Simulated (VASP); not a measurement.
## BN (strained database structure), PBE single-point calculation: Ansatz's output and VASP's

```yaml
crystal:
  lattice:
    - [1.18499, 0.72176, 3.25333]
    - [-1.18499, 0.72176, 3.25333]
    - [0.00000, -1.44352, 3.25333]
  atoms:
    - { symbol: B, position: [0.00183, 0.00183, 0.99537] }
    - { symbol: N, position: [0.33061, 0.33061, 0.33706] }
```

Ansatz printed

```
SCF 1 converged in 6 iterations: F = -542.216522 eV  dr2 = 2.96e-10
  greatest PAW one-centre occupation: 0.808 electrons in one spin orbital (limit 2), on the N atom at site 1 (counted from 0), in its partial waves of l = 0
NSCF: frozen V_eff on 11 k-points
SCF converged after 6 iterations
Free energy (F): -542.216522 eV
Harris-Foulkes:  -542.216522 eV  (|F-HF|=1.32e-9)
Internal energy: -542.216522 eV  (E = F + TS)
E sigma→0 (E₀):  -542.216522 eV
Fermi energy:    7.534396 eV
--- Per-component energies (eV) ---
  E_band       = -14.664201
  E_kinetic    = 187.899454
  E_local      = -344.981785  (includes V_loc(G=0)·N_el)
  E_nonlocal   = 58.842461
  E_hartree    = 111.404619
  E_xc         = -93.287246
  E_vxc        = -115.802156  (∫ρ·V_xc dr)
  E_paw        = -207.350651  (= ΣΔE_a)
  E_vpaw       = -23.431582  (= ΣTr[D̂ρ^β])
  E_aug_tail   = 0.000102  (compensation charges beyond the density's cutoff)
  E_ewald      = -254.743478
  E_smearing   = -0.000000  (= −TS)
  E_closure    = -0.000000  (closes the sum)
  Σ components = -542.216522   (vs F -542.216522, Δ=0.00e0)
--- Forces (eV/Å), atoms counted from 1 ---
  atom   1  B      0.00000000     0.04418173     0.00578984
  atom   2  N      0.00000000    -0.04418522    -0.00578797
  max |Σ_I F_I| component: 3.50e-6 eV/Å
--- Stress (GPa, compression-positive) ---
       59.817497      -0.000000      -0.000000
       -0.000000      18.598121       0.182150
       -0.000000       0.182150       3.723648
  P = ⅓ Tr σ = 27.3798 GPa (273.798 kbar)
--- Band table (eV; the first three rows and the last of 476) ---
  k-point 0: bands = ["-12.8457", "1.0200", "3.8866", "4.7171", "10.8221", "17.4108", "18.2302", "19.6046"]
  k-point 1: bands = ["-12.7082", "1.1678", "3.2822", "4.4703", "11.1142", "17.6197", "18.8149", "19.0386"]
  k-point 2: bands = ["-12.3035", "1.5828", "1.8111", "3.8653", "11.8852", "17.4461", "18.1235", "20.4130"]
  k-point 475: bands = ["-12.5138", "-1.2437", "3.8655", "4.6966", "16.2725", "17.0659", "18.1503", "19.7590"]
```

Each program uses its own PAW datasets. VASP's cell holds 8 valence electrons and Ansatz's 8. Ansatz's stress includes a Pulay correction; VASP's doesn't.

Question: What does VASP give for the same cell and level of theory?

Answer: gap between bands v and c 3.92 eV; least direct gap 4.90 eV; pressure 27.5 GPa; largest force 0.05 eV/Å.

From OUTCAR

```
k-points           NKPTS =    476   k-points in BZ     NKDIM =    476   number of bands    NBANDS=     11

   NELECT =       8.0000    total number of electrons

   dimension x,y,z NGX =    28 NGY =   28 NGZ =   28
   dimension x,y,z NGXF=    56 NGYF=   56 NGZF=   56

  energy-cutoff  :      520.00
  volume of cell :       16.70
      direct lattice vectors                 reciprocal lattice vectors
     1.184992644  0.721759492  3.253330371     0.421943547  0.230917180  0.102459110
    -1.184992644  0.721759492  3.253330371    -0.421943547  0.230917180  0.102459110
     0.000000000 -1.443518983  3.253330371     0.000000000 -0.461834361  0.102459110

 k-points in reciprocal lattice and weights: KPOINTS created by Atomic Simulation Env
   0.00000000  0.00000000  0.00000000       0.001
   0.08333333 -0.00000000  0.00000000       0.002
   0.16666667 -0.00000000  0.00000000       0.002
   0.25000000 -0.00000000  0.00000000       0.002
   0.33333333 -0.00000000  0.00000000       0.002
   0.41666667 -0.00000000  0.00000000       0.002
   0.50000000 -0.00000000  0.00000000       0.001
   0.08333333  0.08333333  0.00000000       0.001
   ...

 E-fermi :   3.2537

 k-point     1 :       0.0000    0.0000    0.0000
  band No.  band energies     occupation
      1     -15.5201      2.00000
      2      -1.6483      2.00000
      3       1.2186      2.00000
      4       2.0485      2.00000
      5       8.1500      0.00000
      6      14.7141      0.00000
      7      15.5326      0.00000
      8      16.9523      0.00000
      9      19.4175      0.00000
     10      30.2505      0.00000
     11      31.4911      0.00000

 k-point     2 :       0.0833   -0.0000    0.0000
  band No.  band energies     occupation
      1     -15.3678      2.00000
      2      -1.4857      2.00000
      3       0.8825      2.00000
      4       1.5084      2.00000
      5       8.4379      0.00000
      6      14.9151      0.00000
      7      15.8070      0.00000
      8      16.4457      0.00000
      9      19.9409      0.00000
     10      30.1039      0.00000
     11      30.6587      0.00000

 k-point     3 :       0.1667   -0.0000    0.0000
  band No.  band energies     occupation
      1     -14.9185      2.00000
      2      -1.0081      2.00000
      3      -0.2669      2.00000
      4       0.4696      2.00000
      5       9.2124      0.00000
      6      14.7557      0.00000
      7      15.0923      0.00000
      8      17.4134      0.00000
      9      21.1137      0.00000
     10      27.1734      0.00000
     11      28.8477      0.00000

 k-point     4 :       0.2500   -0.0000    0.0000
  band No.  band energies     occupation
      1     -14.1993      2.00000
      2      -2.1381      2.00000
      3      -0.3969      2.00000
      4      -0.2189      2.00000
      5      10.2882      0.00000
      6      13.2669      0.00000
      7      14.6406      0.00000
      8      19.7382      0.00000
      9      22.1988      0.00000
     10      24.9186      0.00000
     11      27.0815      0.00000

 k-point     5 :       0.3333   -0.0000    0.0000
  band No.  band energies     occupation
      1     -13.2798      2.00000
      2      -4.0798      2.00000
      3      -1.0952      2.00000
      4       0.7826      2.00000
      5      10.6146      0.00000
      6      12.2304      0.00000
      7      14.7806      0.00000
      8      21.0584      0.00000
      9      22.8255      0.00000
     10      24.5675      0.00000
     11      25.8126      0.00000

 k-point     6 :       0.4167   -0.0000    0.0000
  band No.  band energies     occupation
      1     -12.3494      2.00000
      2      -5.6876      2.00000
      3      -1.5481      2.00000
      4       1.8051      2.00000
      5       9.1609      0.00000
      6      12.8943      0.00000
      7      15.5845      0.00000
      8      19.7100      0.00000
      9      23.7542      0.00000
     10      24.9789      0.00000
     11      25.5558      0.00000

 k-point     7 :       0.5000   -0.0000    0.0000
  band No.  band energies     occupation
      1     -11.8931      2.00000
      2      -6.3791      2.00000
      3      -1.7042      2.00000
      4       2.3086      2.00000
      5       8.4313      0.00000
      6      13.1238      0.00000
      7      16.5646      0.00000
      8      18.5807      0.00000
      9      23.5158      0.00000
     10      24.7408      0.00000
     11      26.4645      0.00000

 k-point     8 :       0.0833    0.0833    0.0000
  band No.  band energies     occupation
      1     -15.3756      2.00000
      2      -1.5662      2.00000
      3       0.6223      2.00000
      4       1.7961      2.00000
      5       8.5564      0.00000
      6      14.9393      0.00000
      7      16.1186      0.00000
      8      16.3480      0.00000
      9      19.6608      0.00000
     10      29.0135      0.00000
     11      30.6088      0.00000

 ...

  Total        6.2605303      1.9509660      0.3721997      0.0000000      0.0189992      0.0000000
  in kB      600.8058141    187.2288194     35.7189754      0.0000000      1.8233008      0.0000000
  external PRESSURE =     274.5845363 kB  Pullay stress =       0.0000000 kB

 POSITION                                       TOTAL-FORCE (eV/Angst)
 -----------------------------------------------------------------------------------
      0.00000     -1.43421      3.25017         0.000000      0.047668      0.006058
      0.00000     -0.00931      3.24771         0.000000     -0.047668     -0.006058
 -----------------------------------------------------------------------------------
    total drift:                               -0.000000      0.000037      0.000053

  FREE ENERGIE OF THE ION-ELECTRON SYSTEM (eV)
  ---------------------------------------------------
  free  energy   TOTEN  =       -17.3869593983 eV

  energy  without entropy=      -17.3869593983  energy(sigma->0) =      -17.38695940
```
